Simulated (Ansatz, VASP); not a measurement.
**Two plane-wave programs on F**

```xyz
1
Lattice="2.1909 0.0000 0.0000 0.0000 2.1909 0.0000 0.0000 0.0000 2.1909" Properties=species:S:1:pos:R:3 pbc="T T T"
F     0.0000    0.0000    0.0000
```

Change from the starting cell: volume scaled by 1, norm-conserving files.

Alike in both runs: task single point; functional PBE; k mesh 17 × 17 × 17; occupations fermi-dirac, width 0.05 eV; no spin polarisation.

|  | VASP | Ansatz |
| --- | --- | --- |
| version | VASP 6.6.1 | Ansatz 0.2.0 |
| potentials or method | VASP PAW PBE potentials, release 64 (F) | norm-conserving pseudopotentials, scalar-relativistic |
| plane-wave cutoff (eV) | 520 | 1320 |
| valence electrons in the cell | 7 | 7 |

Ansatz gave:

* pressure (GPa): -0.2

Question: Estimate VASP's values.

Answer: Pressure (GPa): -0.8.

Caveats: an odd number of electrons without spin polarisation forces a metal; a magnetic or distorted state may lie lower.
